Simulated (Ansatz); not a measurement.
Runs of Ansatz 0.2.0 on BN. Symmetry: R3m, No. 160, trigonal system. Conventional cell: a = 2.502 Å, b = 2.502 Å, c = 10.119 Å, α = 90.00°, β = 90.00°, γ = 120.00°. Around N (site symmetry 3m) lie 3 B at 1.44 Å. B (site symmetry 3m) is surrounded by 3 N at 1.44 Å. The cell is a database's computed one.

```tsv
task	level	cell	points for each segment of the path	gap on the mesh (eV)	pressure (GPa)	relaxed volume (Å³/atom)
band structure	RPBE	as given	14	4.40	7.4	-
band structure	PBEsol	as given	14	4.19	(a)	-
relaxation of cell and atoms	LDA	relaxed	-	4.04	0.0	8.65
band structure	revPBE	as given	14	(b)	(c)	-
relaxation of cell and atoms	RPBE	relaxed	-	4.26	0.0	13.32
relaxation of cell and atoms	PBEsol	relaxed	-	4.24	0.0	9.45
band structure	LDA	as given	14	4.11	-4.2	-
```

Alike in all rows: potentials or basis Ansatz PAW; no spin polarisation; k mesh 12 × 12 × 12; cutoff (eV) 420; smearing fermi-dirac 0.05 eV.

Task: Estimate the missing entries.

Result: (a) 0.7; (b) 4.37; (c) 6.5.

Caveats: the PAW data sets come from PBE, with cores solved anew for the run's functional, which leaves a small shift of forces and pressure; the plane-wave basis is chosen anew once the cell has moved, so the energies of steps on either side of that aren't comparable (some runs); the volume moved by over 15 % at a fixed basis, so the end points are rough (some runs); the k mesh misses the band edges, so the gap on the mesh is wider than the one along the path (some runs).

Runs at the PBE level aren't shown here.
